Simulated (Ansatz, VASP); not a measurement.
## Rh in VASP and in Ansatz

```
CELL_PARAMETERS angstrom
0.00000 1.87762 1.87762
1.87762 0.00000 1.87762
1.87762 1.87762 0.00000
ATOMIC_POSITIONS crystal
Rh 0.00000 0.00000 0.00000
```

Alike in both runs: task single point; functional LDA; k mesh 14 × 14 × 14; occupations gaussian, width 0.3 eV; no spin polarisation.

```csv
,VASP,Ansatz
version,VASP 6.6.1,Ansatz 0.2.0
potentials or method,"VASP PAW LDA potentials, release 64 (Rh_pv)","plane waves (420 eV) with PAW, scalar-relativistic"
plane-wave cutoff (eV),520,420
valence electrons in the cell,15,17
```

|  | VASP | Ansatz | Ansatz less VASP |
| --- | --- | --- | --- |
| pressure (GPa) | 1.1 | 0.2 | -0.92 |

The two sets of potentials don't hold the same shells in valence. Ansatz warned: «pseudo_functional_mismatch».
